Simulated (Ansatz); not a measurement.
The system is MoSe2.

```
Mo Se
1.0
     3.28800    0.00000    0.00000
    -1.64400    2.84749    0.00000
     0.00000    0.00000   12.90000
Mo Se
2 4
Direct
  0.66667 0.33333 0.75000
  0.33333 0.66667 0.25000
  0.66667 0.33333 0.37500
  0.33333 0.66667 0.87500
  0.66667 0.33333 0.12500
  0.33333 0.66667 0.62500
```

Base run:

* Program: Ansatz 0.2.0
* Functional: revPBE
* Potentials or basis: Ansatz PAW
* Cutoff: 420 eV (not typed: the program's choice for these potentials)
* k mesh: 9 × 9 × 2
* Occupations: fermi-dirac, width 0.05 eV
* Spin: no spin polarisation

Its results: band gap on the k mesh 0.90 eV, indirect (least direct gap 1.38 eV); pressure 9.8 GPa; largest force 1.162 eV/Å.

**Question.** After a change of settings the same cell gave: band gap on the k mesh 0.87 eV, indirect (least direct gap 1.37 eV); pressure 0.6 GPa; largest force 0.581 eV/Å. Which change was it?
A. functional from revPBE to LDA
B. functional from revPBE to PBE
C. functional from revPBE to RPBE
D. functional from revPBE to r2SCAN; cutoff from 420 eV (not typed: the program's choice for these potentials) to 500 eV (not typed: the program's choice for these potentials)

**Answer.** A.

LDA binds more tightly than revPBE, so the same cell stands under less pressure.

Caveats: the cell's inner coordinates are idealised or old, which leaves forces on the atoms; the PAW data sets come from PBE, with cores solved anew for the run's functional, which leaves a small shift of forces and pressure; this functional lacks dispersion, which binds the layers, so the pressure and a relaxed spacing across them are unreliable (some runs); the k mesh misses the band edges, so the gap on the mesh is wider than the one along the path (some runs).
